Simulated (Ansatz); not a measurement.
Reaction (formal exchange of groups at a C–F bond): `FCC(F)(F)F` + trifluoromethane → `FCC(F)(F)C(F)(F)F` + H–F

Program: Ansatz. Geometries: PBE0-D4/def2-TZVP. ΔE: electronic, gas phase. CCSD(T)/CBS is the MP2 limit (def2-TZVPP, def2-QZVPP) plus CCSD(T) − MP2 in def2-TZVPP, frozen cores. This one scheme is used for every species. DFT in def2-TZVPP. Each species was taken in one conformer, which may not be the lowest.

```
             level  ΔE (kJ/mol)
          PBE-QIDH         23.7
SCS-MP2/def2-QZVPP         18.0
```

Problem. What does CCSD(T)/CBS give? (Best estimate.)

Solution. Ansatz gave: +12.5 kJ/mol. The listed levels differ from it by 11.2, 5.5 kJ/mol.

Largest T1 diagnostic among the species: 0.012.

Leaving LDA and LC-ωPBE aside and taking each functional with its dispersion term where it has one, the values, not all of them listed here, spread over 8.8 kJ/mol, from revPBE-D4 to B2PLYP. LDA lies −10.2 kJ/mol from PBE without D4. The D4 term adds −9.6 kJ/mol with B3LYP and −5.4 kJ/mol with PBE0; it sums over pairs of atoms, weighted by their polarisabilities, and B3LYP, whose exchange is more repulsive, gets the larger term.

B3LYP here is the variant with VWN-RPA as its local correlation; programs differ in this.

CCSD(T)/CBS has its own doubt, a few kJ/mol and more with outer-core shells, so smaller differences from it don't rank the levels.
